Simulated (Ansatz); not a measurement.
# CdO (Monteponite) (Fm-3m) in Ansatz: notebook

Runs on CdO (Monteponite). Level: revPBE+D3(BJ). Tasks: single point, equation of state.

Program: Ansatz 0.2.0. These are calculated values, not measurements. Logs are shortened: lines on timing, memory, paths and dates and some standing lists are left out, and cuts for length are marked.

### 1 Starting point

The structure is cubic, space group Fm-3m (No. 225). Conventional cell: a = 4.699 Å, b = 4.699 Å, c = 4.699 Å, α = 90.00°, β = 90.00°, γ = 90.00°. Around Cd (site symmetry m-3m) lie 6 O at 2.35 Å. O (site symmetry m-3m) has 6 Cd at 2.35 Å as nearest neighbours.

### 2 Single point, revPBE+D3(BJ), 12.19 Å³/atom (volume scaled by 0.94)

input.yaml reads:

```yaml
crystal:
  lattice:
    - [0.0, 2.3015375624, 2.3015375624]
    - [2.3015375624, 0.0, 2.3015375624]
    - [2.3015375624, 2.3015375624, 0.0]
  atoms:
    - { symbol: Cd, position: [0.0, 0.0, 0.0] }
    - { symbol: O, position: [0.5, 0.5, 0.5] }
hamiltonian:
  xc: revpbe
  pseudopotentials: { kind: paw }
  dispersion: d3bj
kpoints:
  mp_grid: { grid: [10, 10, 10] }
scf:
  occupations: { method: fermi_dirac, width: 0.05 }
output:
  forces: true
  stress: true
  eigenvalues: true
```

Potentials or basis: Ansatz PAW.

Launch:

```sh
$ ansatz run input.yaml --threads 2 --pin off --max-ram 5120MiB --backend cpu --events-out ev --progress --plain --runs-dir out
```

The log of the run:

```text
Warning: RAYON_NUM_THREADS=2 ignored (pool sized by the plan → 2); use --threads N
Engine: ansatz 0.2.0, aarch64-unknown-linux-gnu
Pseudopotentials: kind: paw
Pseudopotential: Cd, paw, valence charge 20, recommended cutoff 420 eV (normal), Cd.paw.azcp
Pseudopotential: O, paw, valence charge 6, recommended cutoff 420 eV (normal), O.paw.azcp
Functional definition: revPBE
  parameter kappa = 1.245
  parameter beta = 0.06672455060314922
  exchange = pbe_x(kappa = kappa, mu = beta*pi^2/3)
  correlation = pbe_c(beta = beta)
Crystal: 2 atoms, lattice volume = 24.383 Å³
Basis set: ecut = 420 eV, 531 PW (Γ), exchange–correlation on 48×48×48 points (8 copies of the dense FFT grid, shifted against one another)
Bands: 17, of which v1, the nominal top of the filled ones, is band 13 counted from 1 (12 counted from 0)
Symmetry: 48 space group operations
Space group: Fm-3m (ITA 225), of the structure as read, at distance tolerance 2.9e-5 Å
k-points: 47 of 1000
Non-local potential: Cd, projectors of the file, l = 0: 3, l = 1: 2, l = 2: 2, l = 3: 1
Non-local potential: O, projectors of the file, l = 0: 2, l = 1: 2, l = 2: 1
PAW form: soft (Blöchl's): semilocal exchange-correlation on the pseudo side does not see the compensation charge
PAW frozen core: Cd, regenerated for the run's functional, and the local potential with it (the file was generated under x = pbe(κ = 0.804, μ = 0.2195149727645171), c = pbe(β = 0.06672455060314922))
PAW frozen core: O, regenerated for the run's functional, and the local potential with it (the file was generated under x = pbe(κ = 0.804, μ = 0.2195149727645171), c = pbe(β = 0.06672455060314922))
PAW one-centre angular grid: Cd, 590 points (default); XC on 64 Gauss nodes
PAW one-centre angular grid: O, 110 points (default); XC on 64 Gauss nodes
Initial density: superposition of atomic densities (neutral atoms: chi_scale 0, normalization atom), corrected by the library's trained network
Initial wavefunctions: pseudopotential atomic-orbital guess
Functional: x = revpbe(κ = 1.245, μ = 0.2195149727645171), c = pbe(β = 0.06672455060314922)
SCF iter   1: F=—  HF=-8829.572936 eV  |F-HF|=—  |Δ(HF+E_count)|=         —  Δρ=5.03e-3  dr2=4.86e-3  ethr=1.77e-3  ⟨swp⟩=5.2  Hψ=3579  notcnv=0
preconditioner: auto → none  [insulator: Δε(μ)=0.772 eV  Ē_g=16.054 eV  σ=0.050 eV  W_gap=0.96  n_scr=14 (ndim 8)  ℏωp=31.9 eV  f_vac=0.000  D(μ)=0.04/eV (n_scr^D=0)  ε∞_Penn≈4.9]
SCF iter   2: F=—  HF=-8829.572071 eV  |F-HF|=—  |Δ(HF+E_count)|=   8.65e-4  Δρ=1.70e-3  dr2=6.66e-4  ethr=1.87e-5  ⟨swp⟩=2.6  Hψ=1787  notcnv=0
SCF iter   3: F=—  HF=-8829.571980 eV  |F-HF|=—  |Δ(HF+E_count)|=   9.05e-5  Δρ=7.04e-4  dr2=9.48e-5  ethr=2.56e-6  ⟨swp⟩=2.3  Hψ=1110  notcnv=0
SCF iter   4: F=—  HF=-8829.572001 eV  |F-HF|=—  |Δ(HF+E_count)|=   2.03e-5  Δρ=1.02e-4  dr2=1.02e-6  ethr=3.65e-7  ⟨swp⟩=2.1  Hψ=984  notcnv=0
iter 5 did not close the SCF: its close was put off for the readings that it lacked (scf_convergence_deferred on its scf_iter line)
SCF iter   5: F=-8829.572001 eV  HF=-8829.572001 eV  |F-HF|=1.21e-8  |Δ(HF+E_count)|=   5.31e-7  Δρ=1.00e-5  dr2=1.46e-8  ethr=3.92e-9  ⟨swp⟩=2.7  Hψ=1232  notcnv=0
SCF iter   6: F=-8829.572001 eV  HF=-8829.572001 eV  |F-HF|=4.73e-11  |Δ(HF+E_count)|=   1.77e-8  Δρ=1.18e-6  dr2=1.77e-10  ethr=5.60e-11  ⟨swp⟩=2.0  Hψ=2326  notcnv=0
SCF 1 converged in 6 iterations: F = -8829.572001 eV  dr2 = 1.77e-10
SCF converged after 6 iterations
Free energy (F): -8829.572001 eV
Harris-Foulkes:  -8829.572001 eV  (|F-HF|=4.73e-11)
Internal energy: -8829.571483 eV  (E = F + TS)
E sigma→0 (E₀):  -8829.571742 eV
Entropy (-TS):   -0.000518 eV (-0.259 meV/atom)
Fermi energy:    14.254992 eV
--- Per-component energies (eV) ---
  E_band       = -319.691168
  E_kinetic    = 682.775073
  E_local      = -2922.499453  (includes V_loc(G=0)·N_el)
  E_nonlocal   = 82.858074
  E_hartree    = 1366.305185
  E_xc         = -251.575547
  E_vxc        = -316.807613  (∫ρ·V_xc dr)
  E_paw        = -4250.346438  (= ΣΔE_a)
  E_vpaw       = -578.630134  (= ΣTr[D̂ρ^β])
  E_aug_tail   = 0.002387  (compensation charges beyond the density's cutoff)
  E_ewald      = -3535.779083
  E_disp       = -1.215726  (pairwise vdW)
  E_core_change = -0.095954  (= ΣΔE_core)
  E_smearing   = -0.000518  (= −TS)
  E_closure    = -0.000000  (closes the sum)
  Σ components = -8829.572001   (vs F -8829.572001, Δ=0.00e0)
--- Forces (eV/Å), atoms counted from 1 ---
  atom   1  Cd    -0.00000000     0.00000000     0.00000000
  atom   2  O      0.00000000    -0.00000000    -0.00000000
  max |Σ_I F_I| component: 8.02e-30 eV/Å
--- Stress (GPa, compression-positive) ---
       12.689452      -0.000000      -0.000000
        0.000000      12.689452       0.000000
       -0.000000       0.000000      12.689452
  P = ⅓ Tr σ = 12.6895 GPa (126.895 kbar)
--- Band table (eV; the first three rows and the last of 47) ---
  k-point 0: bands = ["-86.3835", "-47.4811", "-47.4811", "-47.4811", "-3.8020", "7.2422", "7.2422", "7.2422", "7.5902", "7.5902", "12.4861", "12.4861", "12.4861", "13.8656", "28.7004", "31.6140", "31.6140"]
  k-point 1: bands = ["-86.3833", "-47.4832", "-47.4814", "-47.4814", "-3.7239", "7.1906", "7.2587", "7.2587", "7.5060", "7.5060", "11.6711", "12.6578", "12.6578", "14.8395", "27.7946", "30.8661", "30.8661"]
  k-point 2: bands = ["-86.3830", "-47.4889", "-47.4822", "-47.4822", "-3.5119", "6.9949", "7.1055", "7.1055", "7.5148", "7.5148", "10.7468", "13.0802", "13.0802", "16.2610", "25.6849", "29.2864", "29.2864"]
  k-point 46: bands = ["-86.3815", "-47.4980", "-47.4942", "-47.4901", "-2.9762", "6.9164", "7.0478", "7.2365", "8.0375", "8.3068", "10.5079", "11.0820", "12.0730", "20.2794", "23.1068", "23.6312", "25.6962"]
```

Wall time 0.84 s (2 threads of Arm Neoverse V1, shared host); peak memory 0.28 GiB.

Results:

| Quantity | Value |
| --- | --- |
| Free energy | -8829.5720 eV |
| Pressure | 12.7 GPa |
| Band gap on the k mesh | none (metal or under the smearing width) |

Caveat: the pressure holds a Pulay correction of +0.5 GPa for the finite cutoff; pairwise dispersion overbinds metals, which lowers pressure and volume; the PAW data sets come from PBE, with cores solved anew for the run's functional, which leaves a small shift of forces and pressure.

### 3 Single point, revPBE+D3(BJ), 12.45 Å³/atom (volume scaled by 0.96)

input.yaml: that of step 2 with these lines changed.

```diff
@@ -2,5 +2,5 @@
   lattice:
-    - [0.0, 2.3015375624, 2.3015375624]
-    - [2.3015375624, 0.0, 2.3015375624]
-    - [2.3015375624, 2.3015375624, 0.0]
+    - [0.0, 2.3177461075, 2.3177461075]
+    - [2.3177461075, 0.0, 2.3177461075]
+    - [2.3177461075, 2.3177461075, 0.0]
   atoms:
```

Potentials or basis: Ansatz PAW.

Launch:

```sh
$ ansatz run input.yaml --threads 2 --pin off --max-ram 5120MiB --backend cpu --events-out ev --progress --plain --runs-dir out
```

It took 0.83 s on 2 threads of Arm Neoverse V1, shared host; peak memory 0.28 GiB.

The run converged. Its results:

- Free energy: -8829.6068 eV
- Pressure: 8.9 GPa
- Band gap on the k mesh: none (metal or under the smearing width)

Caveat: the pressure holds a Pulay correction of +0.5 GPa for the finite cutoff; pairwise dispersion overbinds metals, which lowers pressure and volume; the PAW data sets come from PBE, with cores solved anew for the run's functional, which leaves a small shift of forces and pressure.

### 4 Single point, revPBE+D3(BJ), 12.71 Å³/atom (volume scaled by 0.98)

input.yaml: that of step 3 with these lines changed.

```diff
@@ -2,5 +2,5 @@
   lattice:
-    - [0.0, 2.3177461075, 2.3177461075]
-    - [2.3177461075, 0.0, 2.3177461075]
-    - [2.3177461075, 2.3177461075, 0.0]
+    - [0.0, 2.3337310685, 2.3337310685]
+    - [2.3337310685, 0.0, 2.3337310685]
+    - [2.3337310685, 2.3337310685, 0.0]
   atoms:
```

Launch:

```sh
$ ansatz run input.yaml --threads 2 --pin off --max-ram 5120MiB --backend cpu --events-out ev --progress --plain --runs-dir out
```

Run time: 0.81 s. Hardware: 2 threads of Arm Neoverse V1, shared host; peak memory 0.28 GiB.

Results (log left out):

| Item | Value |
| --- | --- |
| Free energy | -8829.6299 eV |
| Pressure | 5.5 GPa |
| Band gap on the k mesh | none (metal or under the smearing width) |

Caveat: the pressure holds a Pulay correction of +0.5 GPa for the finite cutoff; pairwise dispersion overbinds metals, which lowers pressure and volume; the PAW data sets come from PBE, with cores solved anew for the run's functional, which leaves a small shift of forces and pressure.

### 5 Single point, revPBE+D3(BJ), 12.97 Å³/atom

input.yaml: that of step 4 with these lines changed.

```diff
@@ -2,5 +2,5 @@
   lattice:
-    - [0.0, 2.3337310685, 2.3337310685]
-    - [2.3337310685, 0.0, 2.3337310685]
-    - [2.3337310685, 2.3337310685, 0.0]
+    - [0.0, 2.3495, 2.3495]
+    - [2.3495, 0.0, 2.3495]
+    - [2.3495, 2.3495, 0.0]
   atoms:
@@ -20 +20,5 @@
   eigenvalues: true
+  write_density: true
+  write_potential: true
+  elf: true
+  volumetric_format: npy
```

Launch:

```sh
$ ansatz run input.yaml --threads 2 --pin off --max-ram 5120MiB --backend cpu --events-out ev --progress --plain --runs-dir out
```

It took 1 s on 2 threads of Arm Neoverse V1, shared host; peak memory 0.29 GiB.

It converged, with:

```yaml
Free_energy: -8829.6427 eV
Pressure: 2.5 GPa
Band_gap_on_the_k_mesh: none (metal or under the smearing width)
```

Caveat: the pressure holds a Pulay correction of +0.5 GPa for the finite cutoff; pairwise dispersion overbinds metals, which lowers pressure and volume; the PAW data sets come from PBE, with cores solved anew for the run's functional, which leaves a small shift of forces and pressure.

### 6 Single point, revPBE+D3(BJ), 13.23 Å³/atom (volume scaled by 1.02)

input.yaml: that of step 5 with these lines changed.

```diff
@@ -2,5 +2,5 @@
   lattice:
-    - [0.0, 2.3495, 2.3495]
-    - [2.3495, 0.0, 2.3495]
-    - [2.3495, 2.3495, 0.0]
+    - [0.0, 2.3650600561, 2.3650600561]
+    - [2.3650600561, 0.0, 2.3650600561]
+    - [2.3650600561, 2.3650600561, 0.0]
   atoms:
```

Potentials or basis: Ansatz PAW.

Launch:

```sh
$ ansatz run input.yaml --threads 2 --pin off --max-ram 5120MiB --backend cpu --events-out ev --progress --plain --runs-dir out
```

Wall time 1 s (2 threads of Arm Neoverse V1, shared host); peak memory 0.29 GiB.

The run converged. Its results:

* Free energy: -8829.6461 eV
* Pressure: -0.3 GPa
* Band gap on the k mesh: none (metal or under the smearing width)

Caveat: the pressure holds a Pulay correction of +0.5 GPa for the finite cutoff; pairwise dispersion overbinds metals, which lowers pressure and volume; the PAW data sets come from PBE, with cores solved anew for the run's functional, which leaves a small shift of forces and pressure.

### 7 Single point, revPBE+D3(BJ), 13.49 Å³/atom (volume scaled by 1.04)

input.yaml: that of step 6 with these lines changed.

```diff
@@ -2,5 +2,5 @@
   lattice:
-    - [0.0, 2.3650600561, 2.3650600561]
-    - [2.3650600561, 0.0, 2.3650600561]
-    - [2.3650600561, 2.3650600561, 0.0]
+    - [0.0, 2.3804180193, 2.3804180193]
+    - [2.3804180193, 0.0, 2.3804180193]
+    - [2.3804180193, 2.3804180193, 0.0]
   atoms:
```

Launch:

```sh
$ ansatz run input.yaml --threads 2 --pin off --max-ram 5120MiB --backend cpu --events-out ev --progress --plain --runs-dir out
```

Run time: 1 s. Hardware: 2 threads of Arm Neoverse V1, shared host; peak memory 0.29 GiB.

Results (log left out):

```
Free energy            : -8829.6414 eV
Pressure               : -2.7 GPa
Band gap on the k mesh : none (metal or under the smearing width)
```

Caveat: the pressure holds a Pulay correction of +0.5 GPa for the finite cutoff; pairwise dispersion overbinds metals, which lowers pressure and volume; the PAW data sets come from PBE, with cores solved anew for the run's functional, which leaves a small shift of forces and pressure.

### 8 Single point, revPBE+D3(BJ), 13.75 Å³/atom (volume scaled by 1.06)

input.yaml reads:

```yaml
crystal:
  lattice:
    - [0.0, 2.3955803263, 2.3955803263]
    - [2.3955803263, 0.0, 2.3955803263]
    - [2.3955803263, 2.3955803263, 0.0]
  atoms:
    - { symbol: Cd, position: [0.0, 0.0, 0.0] }
    - { symbol: O, position: [0.5, 0.5, 0.5] }
hamiltonian:
  xc: revpbe
  pseudopotentials: { kind: paw }
  dispersion: d3bj
kpoints:
  mp_grid: { grid: [10, 10, 10] }
scf:
  occupations: { method: fermi_dirac, width: 0.05 }
output:
  forces: true
  stress: true
  eigenvalues: true
```

Launch:

```sh
$ ansatz run input.yaml --threads 2 --pin off --max-ram 5120MiB --backend cpu --events-out ev --progress --plain --runs-dir out
```

Wall time 0.82 s (2 threads of Arm Neoverse V1, shared host); peak memory 0.28 GiB.

Results (log left out):

* Free energy: -8829.6291 eV
* Pressure: -4.8 GPa
* Band gap on the k mesh: none (metal or under the smearing width)

Caveat: the pressure holds a Pulay correction of +0.4 GPa for the finite cutoff; pairwise dispersion overbinds metals, which lowers pressure and volume; the PAW data sets come from PBE, with cores solved anew for the run's functional, which leaves a small shift of forces and pressure.

### 9 Equation of state, revPBE+D3(BJ)

Potentials or basis: Ansatz PAW.

This step only gathers the single runs of the series.

What came out:

| Item | Value |
| --- | --- |
| Equilibrium volume | 13.20 Å³/atom |
| Bulk modulus | 132 GPa |
| Pressure derivative of the bulk modulus | 4.7 |

Energy against volume, from the lowest point:
| volume (Å³/atom) | energy (meV/atom) |
| --- | --- |
| 12.191 | 37.07 |
| 12.451 | 19.68 |
| 12.710 | 8.10 |
| 12.970 | 1.71 |
| 13.229 | 0.00 |
| 13.488 | 2.37 |
| 13.748 | 8.49 |

Caveat: the potentials were made for another functional, which shifts forces and pressure. Zero-point motion and thermal expansion aren't in these numbers.
